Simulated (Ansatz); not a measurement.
A run of Ansatz 0.2.0 is set up as follows.

run.py

```python
import json

import numpy as np

import ansatz as az

calculation = (
    az.Crystal.from_extxyz("W.xyz")
    .calculation()
    .kpoints(11, 11, 11)
    .functional("pbesol", dispersion="d4")
    .pseudopotentials(kind="nc_fr", accuracy="stringent", xc_functional="pbesol")
    .spin("noncollinear", soc=True)
    .occupations(method="fermi_dirac", width=0.01)
    .populations(orbitals="intrinsic")
    .forces()
    .stress()
    .band_table(publish=True)
)
outcome = calculation.run(threads=2, events_out="events.jsonl")

report = outcome.report
for line in open("events.jsonl"):
    event = json.loads(line)
    if event["event"] == "scf_iter":
        d = event["data"]
        print(f"SCF {d['iter']:3d}  HF = {d['harris_foulkes_ev']:.6f} eV  dr2 = {d['dr2_ev']:.2e} eV")
    elif event["event"] in ("relax_step", "md_step"):
        d = event["data"]
        print(f"{event['event']} {d['step']:3d}  E = {d['lagrangian_ev']:.6f} eV")
np.set_printoptions(precision=5, suppress=True, linewidth=110)
print("converged:", report["converged"], "after", report["n_iterations"], "iterations")
print(f"free energy {report['free_energy_ev']:.6f} eV, Fermi level {report['fermi_energy_ev']:.4f} eV")
for key in ("band_edges_ev", "magnetization_mub", "site_moments_mub", "site_moments_nc_mub", "forces_ev_ang",
                "stress_gpa"):
    if report.get(key) is not None:
        print(key, np.array(report[key]), sep="\n")
```

Contents of W.xyz:

```xyz
1
Lattice="0.0000000000 2.0300000000 2.0300000000 2.0300000000 0.0000000000 2.0300000000 2.0300000000 2.0300000000 0.0000000000" Properties=species:S:1:pos:R:3 pbc="T T T"
W      0.0000000000      0.0000000000      0.0000000000
```

Potentials or basis: PseudoDojo PBEsol stringent.

The run is started by

```sh
$ python run.py
```

Problem. Estimate the pressure.

Solution. -15.3 GPa.

Problem. Estimate the band gap on the k mesh.

Solution. None (metal or under the smearing width).

Caveat: so large a pressure means that the cell lies far from this level's equilibrium, or that cutoff or potentials fall short; pairwise dispersion overbinds metals, which lowers pressure and volume.
